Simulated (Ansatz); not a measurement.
# CuO (Cc) in Ansatz: a series of runs

Runs on CuO. Level: PBE. Tasks: single point.

Program: Ansatz 0.2.0. These are calculated values, not measurements. Logs are shortened: lines on timing, memory, paths and dates and some standing lists are left out, and cuts for length are marked.

**1. The structure**

The structure is monoclinic, space group Cc (No. 9). The conventional cell has a = 4.689 Å, b = 3.427 Å, c = 5.132 Å, α = 90.00°, β = 99.65°, γ = 90.00°. Cu (site symmetry 1) has 4 O at 1.91 to 2.02 Å as nearest neighbours. O (site symmetry 1) is surrounded by 4 Cu at 1.91 to 2.02 Å.

**2. Single point, PBE**

File input.yaml:

```yaml
crystal:
  lattice:
    - [2.34464976, -1.71339982, 0.0]
    - [2.34464976, 1.71339982, 0.0]
    - [-0.86054991, 0.0, 5.05943948]
  atoms:
    - { symbol: Cu, position: [0.0032, 0.4968, 0.0] }
    - { symbol: Cu, position: [0.4968, 0.0032, 0.5] }
    - { symbol: O, position: [0.5714, 0.4056, 0.2537] }
    - { symbol: O, position: [0.4056, 0.5714, 0.7537] }
hamiltonian:
  xc: pbe
  pseudopotentials: { kind: paw }
kpoints:
  mp_grid: { grid: [10, 10, 5] }
scf:
  occupations: { method: fermi_dirac, width: 0.05 }
basis:
  ecutwfc: "350 eV"
output:
  forces: true
  stress: true
  eigenvalues: true
```

Potentials or basis: Ansatz PAW.

Command:

```
ansatz run input.yaml --threads 2 --pin off --max-ram 5632MiB --backend cpu --events-out ev --progress --plain --runs-dir out
```

Output:

```text
Warning: basis.ecutwfc = 350 eV is below the records' recommended 420 eV, and the density's cutoff is lower with it unless basis.ecutrho_ratio is high enough to keep the records' density cutoff: compare with a run at a higher cutoff
Warning: RAYON_NUM_THREADS=2 ignored (pool sized by the plan → 2); use --threads N
Engine: ansatz 0.2.0, aarch64-unknown-linux-gnu
Pseudopotentials: kind: paw
Pseudopotential: Cu, paw, valence charge 19, recommended cutoff 420 eV (normal), Cu.paw.azcp
Pseudopotential: O, paw, valence charge 6, recommended cutoff 420 eV (normal), O.paw.azcp
Functional definition: PBE
  parameter kappa = 0.804
  parameter beta = 0.06672455060314922
  exchange = pbe_x(kappa = kappa, mu = beta*pi^2/3)
  correlation = pbe_c(beta = beta)
Crystal: 4 atoms, lattice volume = 40.651 Å³
Basis set: ecut = 350 eV, 617 PW (Γ), exchange–correlation on 36×36×64 points (8 copies of the dense FFT grid, shifted against one another)
Bands: 30, of which v1, the nominal top of the filled ones, is band 25 counted from 1 (24 counted from 0)
Symmetry: 2 space group operations
Space group: Cc (ITA 9), of the structure as read, at distance tolerance 3.4e-5 Å
k-points: 141 of 500 (time reversal used)
Non-local potential: Cu, projectors of the file, l = 0: 3, l = 1: 2, l = 2: 3, l = 3: 1
Non-local potential: O, projectors of the file, l = 0: 2, l = 1: 2, l = 2: 1
PAW form: soft (Blöchl's): semilocal exchange-correlation on the pseudo side does not see the compensation charge
PAW one-centre angular grid: Cu, 590 points (default); XC on 64 Gauss nodes
PAW one-centre angular grid: O, 110 points (default); XC on 64 Gauss nodes
Initial density: superposition of atomic densities (neutral atoms: chi_scale 0, normalization atom), corrected by the library's trained network
Initial wavefunctions: pseudopotential atomic-orbital guess
Functional: x = pbe(κ = 0.804, μ = 0.2195149727645171), c = pbe(β = 0.06672455060314922)
SCF iter   1: F=—  HF=-14382.105221 eV  |F-HF|=—  |Δ(HF+E_count)|=         —  Δρ=7.34e-3  dr2=4.88e-3  ethr=1.77e-3  ⟨swp⟩=5.3  Hψ=14330  notcnv=0
preconditioner: auto → Kerker (q_TF=auto, 2.824 Å⁻¹)  [metal: Δε(μ)=0.018 eV  Ē_g=11.229 eV  σ=0.050 eV  W_gap=0.09  n_scr=20 (ndim 8)  ℏωp=34.0 eV  f_vac=0.000  D(μ)=2.34/eV (n_scr^D=26)]
SCF iter   2: F=—  HF=-14382.105289 eV  |F-HF|=—  |Δ(HF+E_count)|=   6.87e-5  Δρ=4.15e-3  dr2=2.20e-3  ethr=9.75e-6  ⟨swp⟩=2.0  Hψ=7744  notcnv=0
SCF iter   3: F=—  HF=-14382.105594 eV  |F-HF|=—  |Δ(HF+E_count)|=   3.04e-4  Δρ=8.73e-4  dr2=1.34e-4  ethr=4.41e-6  ⟨swp⟩=2.5  Hψ=6209  notcnv=0
SCF iter   4: F=—  HF=-14382.105532 eV  |F-HF|=—  |Δ(HF+E_count)|=   6.15e-5  Δρ=3.46e-4  dr2=4.14e-5  ethr=2.68e-7  ⟨swp⟩=2.0  Hψ=7531  notcnv=0
SCF iter   5: F=—  HF=-14382.105585 eV  |F-HF|=—  |Δ(HF+E_count)|=   5.29e-5  Δρ=1.03e-4  dr2=3.79e-6  ethr=8.28e-8  ⟨swp⟩=2.0  Hψ=6127  notcnv=0
SCF iter   6: F=—  HF=-14382.105586 eV  |F-HF|=—  |Δ(HF+E_count)|=   9.32e-7  Δρ=3.44e-5  dr2=5.34e-7  ethr=7.58e-9  ⟨swp⟩=2.1  Hψ=6649  notcnv=0
SCF iter   7: F=-14382.105586 eV  HF=-14382.105586 eV  |F-HF|=4.48e-9  |Δ(HF+E_count)|=   8.20e-8  Δρ=9.00e-6  dr2=2.87e-8  ethr=2.00e-10  ⟨swp⟩=4.4  Hψ=15377  notcnv=0
SCF 1 converged in 7 iterations: F = -14382.105586 eV  dr2 = 2.87e-8
SCF converged after 7 iterations
Free energy (F): -14382.105586 eV
Harris-Foulkes:  -14382.105586 eV  (|F-HF|=4.48e-9)
Internal energy: -14382.086427 eV  (E = F + TS)
E sigma→0 (E₀):  -14382.096006 eV
Entropy (-TS):   -0.019159 eV (-4.790 meV/atom)
Fermi energy:    12.178850 eV
--- Per-component energies (eV) ---
  E_band       = -857.374520
  E_kinetic    = 944.798275
  E_local      = -9678.840450  (includes V_loc(G=0)·N_el)
  E_nonlocal   = 881.477155
  E_hartree    = 4194.296575
  E_xc         = -324.290523
  E_vxc        = -416.301882  (∫ρ·V_xc dr)
  E_paw        = -3642.700517  (= ΣΔE_a)
  E_vpaw       = -977.105473  (= ΣTr[D̂ρ^β])
  E_aug_tail   = 0.009536  (compensation charges beyond the density's cutoff)
  E_ewald      = -6756.836478
  E_smearing   = -0.019159  (= −TS)
  E_closure    = -0.000000  (closes the sum)
  Σ components = -14382.105586   (vs F -14382.105586, Δ=0.00e0)
--- Forces (eV/Å), atoms counted from 1 ---
  atom   1  Cu    -0.63091925     0.34779224     0.24248893
  atom   2  Cu    -0.63091925    -0.34779224     0.24248893
  atom   3  O      0.63092286     0.31320882    -0.24248307
  atom   4  O      0.63092286    -0.31320882    -0.24248307
  max |Σ_I F_I| component: 1.17e-5 eV/Å
--- Stress (GPa, compression-positive) ---
        5.212038       0.000000      -1.651938
        0.000000       6.477918       0.000000
       -1.651937       0.000000       4.602211
  P = ⅓ Tr σ = 5.4307 GPa (54.307 kbar)
--- Band table (eV; the first three rows and the last of 141) ---
  k-point 0: bands = ["-100.4089", "-100.4082", "-57.9406", "-57.9403", "-57.9132", "-57.9043", "-57.4944", "-57.4940", "-7.7823", "-6.4622", "4.0161", "6.6218", "6.9829", "8.7935", "8.8753", "8.9457", "9.1353", "9.4160", "9.5015", "9.6638", "9.8687", "9.9726", "10.0559", "10.5323", "12.3884", "13.0930", "13.8518", "18.1858", "20.2844", "25.4883"]
  k-point 1: bands = ["-100.4088", "-100.4083", "-57.9406", "-57.9403", "-57.9124", "-57.9051", "-57.4944", "-57.4940", "-7.6756", "-6.6134", "4.3911", "6.7057", "7.0031", "8.1695", "8.5609", "8.6332", "9.2126", "9.3729", "9.6589", "9.7284", "9.9237", "10.1032", "10.3450", "10.4355", "12.3574", "12.9466", "14.3874", "17.6170", "21.1344", "25.5260"]
  k-point 2: bands = ["-100.4087", "-100.4085", "-57.9405", "-57.9404", "-57.9102", "-57.9074", "-57.4943", "-57.4942", "-7.3805", "-6.9783", "5.3971", "6.6854", "6.9265", "7.1885", "8.1546", "8.1958", "9.3791", "9.4624", "9.7622", "9.7914", "9.8852", "10.0757", "10.5875", "10.7068", "12.3285", "12.5942", "15.4919", "16.6198", "22.8483", "24.7882"]
  k-point 140: bands = ["-100.4073", "-100.4072", "-57.9541", "-57.9530", "-57.9085", "-57.9068", "-57.5028", "-57.5019", "-6.3941", "-6.2841", "5.3386", "5.8384", "6.5232", "6.5902", "7.0075", "7.3956", "9.3492", "9.6368", "9.9209", "9.9407", "10.4552", "10.4626", "10.8496", "10.9429", "11.4975", "12.1421", "16.8197", "17.9749", "20.8033", "21.4785"]
```

Run time: 5.9 s. Hardware: 2 threads of Arm Neoverse V1, shared host; peak memory 0.35 GiB.

What came out:

| Item | Value |
| --- | --- |
| Free energy | -14382.1056 eV |
| Pressure | 5.4 GPa |
| Largest force | 0.760 eV/Å |
| Band gap on the k mesh | none (metal or under the smearing width) |

Forces on the atoms (eV/Å):
```
Cu  -0.631  0.348  0.242
Cu  -0.631 -0.348  0.242
O    0.631  0.313 -0.242
O    0.631 -0.313 -0.242
```

Levels at points of the mesh, in eV from the Fermi level:
| k point | band 22 | band 23 | band 24 | band 25 | band 26 | band 27 | band 28 | band 29 |
| --- | --- | --- | --- | --- | --- | --- | --- | --- |
| (0.00, 0.00, 0.00) | -2.21 | -2.12 | -1.65 | 0.21 | 0.91 | 1.67 | 6.01 | 8.11 |
| (0.00, -0.50, 0.00) | -1.59 | -1.49 | -1.39 | -0.03 | 0.29 | 4.87 | 6.27 | 6.91 |
| (-0.50, -0.50, 0.00) | -2.10 | -1.66 | -1.21 | -0.65 | 1.06 | 3.34 | 7.02 | 8.51 |

Caveat: the pressure holds a Pulay correction of +7.8 GPa for the finite cutoff; the run has no spin polarisation, though such a crystal can be magnetic; semilocal functionals often make such compounds metallic where correlation or magnetic order opens a gap, which also shifts bond lengths; the cutoff lies under the one recommended for these potentials. With open d or f shells a metallic result of PBE can be an artefact of self-interaction; +U or a hybrid may open a gap.

**3. Single point, PBE**

Edit input.yaml of step 2 so:

```diff
@@ -14,7 +14,5 @@
 kpoints:
-  mp_grid: { grid: [10, 10, 5] }
+  mp_grid: { grid: [17, 17, 9] }
 scf:
   occupations: { method: fermi_dirac, width: 0.05 }
-basis:
-  ecutwfc: "350 eV"
 output:
@@ -23 +21,5 @@
   eigenvalues: true
+  write_density: true
+  write_potential: true
+  elf: true
+  volumetric_format: npy
```

Potentials or basis: Ansatz PAW.

Command:

```
ansatz run input.yaml --threads 2 --pin off --max-ram 5632MiB --backend cpu --events-out ev --progress --plain --runs-dir out
```

Output:

```text
Warning: RAYON_NUM_THREADS=2 ignored (pool sized by the plan → 2); use --threads N
[... 3 set-up lines as earlier in the session ...]
[... 49 lines left out ...]
  E_closure    = -0.000000  (closes the sum)
  Σ components = -14382.318919   (vs F -14382.318919, Δ=0.00e0)
--- Forces (eV/Å), atoms counted from 1 ---
  atom   1  Cu    -0.62682337     0.34769714     0.24319577
  atom   2  Cu    -0.62682337    -0.34769714     0.24319577
  atom   3  O      0.62682508     0.31271499    -0.24319011
  atom   4  O      0.62682508    -0.31271499    -0.24319011
  max |Σ_I F_I| component: 1.13e-5 eV/Å
--- Stress (GPa, compression-positive) ---
        5.470570       0.000000      -1.700969
        0.000000       6.672747       0.000000
       -1.700974       0.000000       4.977429
  P = ⅓ Tr σ = 5.7069 GPa (57.069 kbar)
--- Band table (eV; the first three rows and the last of 693) ---
  k-point 0: bands = ["-100.3850", "-100.3843", "-57.9190", "-57.9187", "-57.8907", "-57.8817", "-57.4724", "-57.4719", "-7.7611", "-6.4371", "4.0238", "6.6318", "6.9935", "8.8056", "8.8832", "8.9529", "9.1494", "9.4279", "9.5071", "9.6786", "9.8826", "9.9885", "10.0705", "10.5488", "12.4061", "13.1111", "13.8698", "18.1955", "20.3007", "25.4863"]
  k-point 1: bands = ["-100.3849", "-100.3844", "-57.9190", "-57.9187", "-57.8904", "-57.8820", "-57.4724", "-57.4719", "-7.7276", "-6.4858", "4.1415", "6.6583", "7.0020", "8.5388", "8.7698", "8.9308", "9.2070", "9.2845", "9.6076", "9.7070", "9.9277", "10.0263", "10.1711", "10.5139", "12.3990", "13.0643", "14.0483", "17.9861", "20.5980", "25.5033"]
  k-point 2: bands = ["-100.3849", "-100.3844", "-57.9190", "-57.9187", "-57.8896", "-57.8828", "-57.4723", "-57.4720", "-7.6296", "-6.6220", "4.4824", "6.7350", "7.0139", "8.0637", "8.5201", "8.5618", "9.2423", "9.4046", "9.6882", "9.7487", "9.9365", "10.1455", "10.4100", "10.4380", "12.3663", "12.9316", "14.5126", "17.5281", "21.3074", "25.5219"]
  k-point 692: bands = ["-100.3834", "-100.3833", "-57.9322", "-57.9315", "-57.8857", "-57.8847", "-57.4805", "-57.4800", "-6.3488", "-6.2860", "5.4786", "5.7581", "6.5050", "6.5666", "7.0642", "7.2835", "9.4418", "9.5955", "9.9375", "9.9469", "10.4967", "10.5186", "10.8521", "10.9218", "11.6309", "12.0092", "17.1264", "17.7481", "20.9562", "21.3402"]
```

It took 46 s on 2 threads of Arm Neoverse V1, shared host; peak memory 0.83 GiB.

What came out:

```yaml
Free_energy: -14382.3189 eV
Pressure: 5.7 GPa
Largest_force: 0.757 eV/Å
Band_gap_on_the_k_mesh: none (metal or under the smearing width)
```

Forces on the atoms (eV/Å):
```
Cu  -0.627  0.348  0.243
Cu  -0.627 -0.348  0.243
O    0.627  0.313 -0.243
O    0.627 -0.313 -0.243
```

Levels at points of the mesh, in eV from the Fermi level:
```tsv
k point	band 21	band 22	band 23	band 24	band 25	band 26	band 27	band 28	band 29	band 30
(0.00, 0.00, 0.00)	-2.32	-2.22	-2.13	-1.66	0.20	0.91	1.67	5.99	8.10	13.28
```

Caveat: the pressure holds a Pulay correction of +0.7 GPa for the finite cutoff; the run has no spin polarisation, though such a crystal can be magnetic; semilocal functionals often make such compounds metallic where correlation or magnetic order opens a gap, which also shifts bond lengths.
